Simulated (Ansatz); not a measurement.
Zr: the change of pressure with volume scale

Periodic Kohn-Sham DFT of a crystal at fixed atoms, scaled to volume_scale times the given cell; pressure positive in compression, energy less spherical unpolarised free atoms, largest_vzz the field gradient of largest size among the nuclei. The results are calculated, by Ansatz 0.2.0.

The cell before it is scaled or strained (space group Im-3m, No. 229):
```
CELL_PARAMETERS angstrom
-1.81000 1.81000 1.81000
1.81000 -1.81000 1.81000
1.81000 1.81000 -1.81000
ATOMIC_POSITIONS crystal
Zr 0.00000 0.00000 0.00000
```

Settings of every row: method frozen-core PAW; functional PBEsol; relativity scalar; k mesh 14x14x14; filling fermi-dirac; smearing width 0.08 eV; wave cutoff 420 eV; paw set soft_2.

Atom start moment: 0 on all atoms.

Limits: PAW files made with PBE.

| row | volume scale | V (Å³/atom) | pressure (GPa) |
| --- | --- | --- | --- |
| 1 | 0.94 | 22.296 | -1.857 |
| 2 | 0.95 | 22.533 | -2.754 |
| 3 | 0.96 | 22.77 | -3.612 |
| 4 | 0.98 | 23.245 | -5.219 |
| 5 | 0.99 | 23.482 | -5.971 |
| 6 | 1 | 23.719 | -6.691 |
| 7 | 1.01 | 23.956 | ? |
| 8 | 1.02 | 24.193 | -8.039 |
| 9 | 1.04 | 24.668 | -9.272 |
| 10 | 1.05 | 24.905 | -9.848 |
| 11 | 1.06 | 25.142 | -10.399 |

Question: what pressure should row 7 give?

Worked fit of pressure. Take u = (V_r/V)^(2/3) − 1 with V_r = 23.601 Å³ an atom, which is twice the finite (Eulerian) strain; such expansions in the strain, on which the Birch-Murnaghan equation of state is built, carry the rest volume and the bulk modulus. The shown rows have u = 0.03865, 0.03135, 0.02418, 0.01018, 0.00338, -0.00332, -0.01638, -0.02905, -0.03522, -0.04129. Least squares give pressure = −6.3368 + 107.425 × u + 219.14 × u² GPa; a straight line predicts inner rows, each left out in turn, worse (root mean square 0.12 against 0.0011 GPa). The rows lie off it by 0.000, 0.000, -0.001, 0.002, 0.000, 0.000, -0.001, 0.001, 0.000, 0.000. The withheld row has u = -0.0099, so the fit gives −6.3368 + 107.425 × (-0.0099) + 219.14 × (-0.0099)² = -7.379 GPa.

The calculation gave -7.38 GPa. The fit lies 0.001 GPa (0.012 % of the column's range) above it, one unit of the last digit.
